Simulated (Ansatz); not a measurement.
A relaxation computed with Ansatz, from input to last step.

```yaml
crystal:
  lattice:
    - [1.3822163226, -2.4558388579, 0.0]
    - [1.3822163226, 2.4558388579, 0.0]
    - [0.0, 0.0, 4.6704748586]
  atoms:
    - { symbol: Au, position: [0.6633007495, 0.3366992505, 0.25] }
    - { symbol: Au, position: [0.3366992505, 0.6633007495, 0.75] }
basis:
  ecutwfc: 420
kpoints:
  mp_grid: { grid: [16, 16, 10] }
hamiltonian:
  xc: pbe
scf:
  occupations: { method: gaussian, width: 0.1 }
output:
  forces: true
  stress: true
  eigenvalues: true
relax:
  adjacent_minimum: "off"
  f_tol: 0.01
  max_steps: 30
  cell: { stress_tol: 0.1, fix: [volume] }
```

```bash
ansatz run input.yaml --threads 1 --pin off --max-ram 2560MiB --backend cpu --events-out ev --progress --plain --runs-dir out
```

All numbers below come from DFT PBE, scalar-relativistic, plane waves, PAW (Ansatz 0.2.0).

The volume is held at 0.88 times that of the relaxed cell.

Of 3 frames 3 are shown, positions in Å and forces in eV/Å; the SCF threshold varies from step to step. Steps run on the plane waves of an earlier cell, with a Pulay correction in the pressure. The basis is chosen afresh for the last frame, the zero of the energies, and at times for earlier ones too; energy and pressure step there, also at an unchanged geometry.

```xyz
2
Lattice="1.3822 -2.4558 0.0000 1.3822 2.4558 0.0000 0.0000 0.0000 4.6705" Properties=species:S:1:pos:R:3:forces:R:3 pbc="T T T" step=1 free_energy_over_end_meV_per_atom=0.06 pressure_GPa=25.42
Au    1.3822   -0.8021    1.1676    0.0000   -0.0012    0.0000
Au    1.3822    0.8021    3.5029    0.0000    0.0012    0.0000
2
Lattice="1.3853 -2.4527 0.0000 1.3853 2.4527 0.0000 0.0000 0.0000 4.6660" Properties=species:S:1:pos:R:3:forces:R:3 pbc="T T T" step=2 free_energy_over_end_meV_per_atom=0.00 pressure_GPa=25.39
Au    1.3853   -0.8022    1.1665    0.0000   -0.0030    0.0000
Au    1.3853    0.8022    3.4995    0.0000    0.0030    0.0000
2
Lattice="1.3853 -2.4527 0.0000 1.3853 2.4527 0.0000 0.0000 0.0000 4.6660" Properties=species:S:1:pos:R:3:forces:R:3 pbc="T T T" step=3 free_energy_over_end_meV_per_atom=0.00 pressure_GPa=25.39
Au    1.3853   -0.8022    1.1665    0.0000   -0.0029    0.0000
Au    1.3853    0.8022    3.4995    0.0000    0.0029    0.0000
```

Time: 54 s on 1 thread of Intel(R) Xeon(R) Processor @ 2.70GHz, on a shared host, peak memory 0.56 GiB.

Spin–orbit coupling is left out, which can shift energies with elements as heavy as these.